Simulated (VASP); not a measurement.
# Co: energy at fixed spin moment

Co, P6_3/mmc (no. 194), 2 atoms in the cell. PBE, fixed spin moment; PAW potentials Co (PBE set).

Volume against the source cell: 1.

## Input

INCAR.step1:
```
SYSTEM = Co
PREC = Accurate
ENCUT = 450
EDIFF = 1E-7
NELM = 200
ALGO = Normal
ISMEAR = 1
SIGMA = 0.1
LREAL = .False.
LASPH = .True.
LMAXMIX = 4
LORBIT = 11
LWAVE = .False.
LCHARG = .False.
GGA = PE
ISPIN = 2
ISIF = 2
NUPDOWN = 0.0
MAGMOM = 0 0
```

INCAR.step2, as INCAR.step1 but for:
```
- NUPDOWN = 0.0
- MAGMOM = 0 0
+ NUPDOWN = 0.65
+ MAGMOM = 0.325 0.325
```

INCAR.step3 to INCAR.step9 change the same tags again: MAGMOM = 0.65 0.65, 0.975 0.975, 1.3 1.3, 1.625 1.625, 1.95 1.95, 2.275 2.275, 2.6 2.6; NUPDOWN = 1.3, 1.95, 2.6, 3.25, 3.9, 4.55, 5.2.

INCAR.step10, as INCAR.step9 but for:
```
- NUPDOWN = 5.2
```

KPOINTS:
```
k-points
0
Gamma
  19 19 10
```

POSCAR:
```
Co
1.0
    2.4719999032      0.0000000000      0.0000000000
   -1.2359999516      2.1408147143      0.0000000000
    0.0000000000      0.0000000000      4.0211440800
Co
2
Direct
    0.6666666667      0.3333333333      0.7500000000
    0.3333333333      0.6666666667      0.2500000000
```

Commands (each step's output is kept before the next begins):
```
cat potpaw_PBE.64/Co/POTCAR > POTCAR
cp INCAR.step1 INCAR
mpirun -np 4 vasp_std > vasp.out
rm WAVECAR CHG
cp INCAR.step2 INCAR
mpirun -np 4 vasp_std > vasp.out
rm WAVECAR CHG
cp INCAR.step3 INCAR
mpirun -np 4 vasp_std > vasp.out
rm WAVECAR CHG
cp INCAR.step4 INCAR
mpirun -np 4 vasp_std > vasp.out
rm WAVECAR CHG
cp INCAR.step5 INCAR
mpirun -np 4 vasp_std > vasp.out
rm WAVECAR CHG
cp INCAR.step6 INCAR
mpirun -np 4 vasp_std > vasp.out
rm WAVECAR CHG
cp INCAR.step7 INCAR
mpirun -np 4 vasp_std > vasp.out
rm WAVECAR CHG
cp INCAR.step8 INCAR
mpirun -np 4 vasp_std > vasp.out
rm WAVECAR CHG
cp INCAR.step9 INCAR
mpirun -np 4 vasp_std > vasp.out
rm WAVECAR CHG
cp INCAR.step10 INCAR
mpirun -np 4 vasp_std > vasp.out
```

## Result

- Moment at the minimum, by a parabola in the squared moment through the lowest point and its neighbours (muB per cell): 3.18
- Energy there by the same parabola, against the smallest moment (meV/atom): -223.1
- Moment left free (muB per cell): 3.18

Energy at fixed total moment:

| Moment (muB per cell) | Energy (meV/atom) | Pressure (GPa) |
|---|---|---|
| 0.00 | 0.0 | -8.0 |
| 0.65 | -13.0 | -7.6 |
| 1.30 | -51.1 | -6.2 |
| 1.95 | -107.4 | -4.0 |
| 2.60 | -175.7 | -0.6 |
| 3.25 | -222.4 | 4.1 |
| 3.90 | -115.2 | 11.0 |
| 4.55 | 185.8 | 20.0 |
| 5.20 | 714.4 | 31.8 |

VASP 6.6.1 took 355 s on 4 cores (Intel Xeon Platinum 8488C (Sapphire Rapids)), a shared host.
